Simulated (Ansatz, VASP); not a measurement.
## Re in VASP and in Ansatz

INCAR

```
PREC = Accurate ; ENCUT = 600
EDIFF = 1E-7 ; ISMEAR = -1
SIGMA = 0.1 ; LREAL = False
LASPH = True ; NELM = 100
ALGO = Normal ; ISIF = 3
LWAVE = False ; LCHARG = False
GGA = PS ; IBRION = 2
NSW = 80 ; EDIFFG = -0.01
```

The input KPOINTS:

```
regular mesh
0
Gamma
  14 14 14
```

Contents of POSCAR:

```
Re
1.0
   -1.5436774558      1.5436774558      1.5436774558
    1.5436774558     -1.5436774558      1.5436774558
    1.5436774558      1.5436774558     -1.5436774558
Re
1
Direct
    0.0000000000      0.0000000000      0.0000000000
```

Input for Ansatz:

```yaml
crystal:
  lattice:
    - [-1.5436774558, 1.5436774558, 1.5436774558]
    - [1.5436774558, -1.5436774558, 1.5436774558]
    - [1.5436774558, 1.5436774558, -1.5436774558]
  atoms:
    - { symbol: Re, position: [0.0, 0.0, 0.0] }
hamiltonian:
  xc: pbesol
  pseudopotentials:
    kind: paw
    azcp:
      Re: "pseudopotentials/Re.paw.azcp"
basis:
  ecutwfc: 420
  fft_grid_basis: typed
kpoints:
  mp_grid: { grid: [14, 14, 14], shift: [0, 0, 0] }
magnetization:
  spin_polarized: false
scf:
  occupations: { method: fermi_dirac, width: 0.1 }
relax:
  max_steps: 60
  f_tol: 0.01
  cell: {}
```

The cell was built by a generator and needn't be a form met in nature.

Alike in both runs: task relaxation of cell and atoms; functional PBEsol; k mesh 14 × 14 × 14; occupations fermi-dirac, width 0.1 eV; no spin polarisation.

|  | VASP | Ansatz |
| --- | --- | --- |
| version | VASP 6.6.1 | Ansatz 0.2.0 |
| potentials or method | VASP PAW PBE potentials, release 64 (Re) | plane waves (420 eV) with PAW, scalar-relativistic |
| plane-wave cutoff (eV) | 600 | 420 |
| valence electrons in the cell | 7 | 15 |

Ansatz gave:

| Quantity | Value |
| --- | --- |
| relaxed volume (Å³/atom) | 14.68 |
| relaxed cell length with the largest relative difference (Å) | 2.672 |

Question: Which values does VASP return?

Answer: Relaxed volume (Å³/atom): 14.69; relaxed cell length with the largest relative difference (Å): 2.672.

The two sets of potentials don't hold the same shells in valence. Ansatz warned: «pseudo_functional_mismatch».

Caveats: the PAW data sets were made with another functional, which shifts forces and pressure a little (VASP). Spin-orbit coupling is left out, which matters for the levels of Re.
